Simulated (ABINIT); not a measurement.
A run of ABINIT 10.8.3 (patched build) is set up as follows.

run.abi

```
# Pseudopotentials
pp_dirpath "./"
pseudos "N.LDA_PW-JTH.xml, B.LDA_PW-JTH.xml"

# Structure
acell 4.8452022309 4.8452022309 4.8452022309
rprim
     0.0000000000     0.7071067812     0.7071067812
     0.7071067812     0.0000000000     0.7071067812
     0.7071067812     0.7071067812     0.0000000000
ntypat 2
znucl 7 5
natom 2
typat 1 2
xcart
     0.9065005000     0.9065005000     0.9065005000
     0.0000000000     0.0000000000     0.0000000000 Angstrom

# Plane-wave basis
ecut 25.0
pawecutdg 47.0

# k points
kptopt 1
ngkpt 8 8 8
nshiftk 1
shiftk 0.0 0.0 0.0

# Exchange and correlation
ixc 7

# Bands and occupations
nband 8
occopt 3
tsmear 0.05 eV

# SCF cycle
nstep 100
tolvrs 1.0e-9

# Output
iomode 3
prtwf 0
prteig 0
prtebands 0
enunit 2
prtden 1
prtvha 1
prtvclmb 1
prtpot 1
```

Potentials or basis: JTH PAW LDA v2.0.

Launch:

```bash
$ abinit run.abi > log 2>&1
```

Question: Estimate the band gap on the k mesh.

Answer: 4.34 eV, indirect (least direct gap 8.63 eV).

**What was measured.**

From a printed reference work, monograph, for a bulk crystal of BN at 300 K: band gap 6.4 eV (indirect).

Against the measured gap of BN, 6.4 eV (indirect; 300 K; a printed reference work, monograph), the calculated 4.34 eV is off by -2.06 eV. The value is that of LDA on a finite k mesh, which can miss the band edges, without temperature or zero-point motion. Semilocal functionals fall short of measured gaps as a rule. The cell is a database's relaxed one, not the measured one, which moves gaps too.
